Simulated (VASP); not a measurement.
Input of a VASP 6.6.1 run:

INCAR

```
SYSTEM = KF
PREC     = Accurate       ! precision mode
ENCUT    = 520            ! plane-wave cutoff, eV
EDIFF    = 1E-6           ! SCF threshold, eV
ISMEAR   = 0              ! smearing method
SIGMA    = 0.05           ! smearing width, eV
LREAL    = .False.        ! projectors in reciprocal space
LASPH    = .True.         ! aspherical terms in the spheres
NELM     = 60             ! most SCF steps
ALGO     = Fast           ! electronic algorithm
ISIF     = 2              ! what is computed and relaxed
LWAVE    = .False.        ! write WAVECAR
LCHARG   = .False.        ! write CHGCAR
NBANDS   = 15             ! bands
```

The input KPOINTS:

```
Automatic mesh
0
Gamma
  8 8 8
  0 0 0
```

Contents of POSCAR:

```
KF
1.0
    0.0000000000      2.7488491826      2.5289412480
    2.7488491826      0.0000000000      2.5289412480
    2.7488491826      2.7488491826      0.0000000000
K F
1 1
Direct
    0.0000000000      0.0000000000      0.0000000000
    0.5000000000      0.5000000000      0.5000000000
```

Potentials or basis: VASP PAW LDA potentials, release 64 (K_sv, F).

Command:

```bash
$ cat potpaw_LDA.64/K_sv/POTCAR potpaw_LDA.64/F/POTCAR > POTCAR
$ mpirun -np 1 vasp_std > vasp.out
```

Task: Predict the band gap on the k mesh.

Result: 5.64 eV, direct.

Task: Predict the pressure.

Result: -2.8 GPa.

Stress tensor (GPa, compression positive):
```
-4.33  0.00  0.00
 0.00 -4.33  0.00
 0.00  0.00  0.23
```

A k mesh can miss the band edges. Expect the measured gap to be larger: semilocal functionals such as LDA lack the derivative discontinuity.
